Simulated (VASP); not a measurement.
Input of a VASP 6.6.1 run:

The input INCAR:

```
PREC = Accurate ; ENCUT = 520
EDIFF = 1E-6 ; ISMEAR = 0
SIGMA = 0.05 ; LREAL = F
LASPH = T ; NELM = 80
ALGO = Fast ; ISIF = 2
LWAVE = F ; LCHARG = T
LDIPOL = T ; IDIPOL = 3
DIPOL = 0.5 0.5 0.500 ; GGA = PE
LELF = T ; LVHAR = T
LVACPOTAV = T
```

File KPOINTS:

```
regular mesh
0
Gamma
  7 7 1
```

The input POSCAR:

```
Ca
1.0
    3.8142859872      0.0000000000      0.0000000000
    1.2644359324      3.5986079760      0.0000000000
    0.0000000000      0.0000000000     24.3365493090
Ca
4
Direct
    0.2530979531      0.2530979531      0.3081784482
    0.7551632552      0.7551632552      0.4360594827
    0.2572285573      0.2572285573      0.5639405173
    0.7592938594      0.7592938594      0.6918215518
```

Potentials or basis: VASP PAW PBE potentials, release 64 (Ca_sv).

Launch:

```bash
$ cat potpaw_PBE.64/Ca_sv/POTCAR > POTCAR
$ mpirun -np 1 vasp_std > vasp.out
```

(1) What does it give for the work function of the upper face?

(2) What does it give for the work function of the lower face?

(3) What does it give for the largest force?

(4) Estimate the band gap on the k mesh.

Answers

(1) 2.84 eV.

(2) 2.84 eV.

(3) 0.143 eV/Å.

(4) none (metal or under the smearing width).
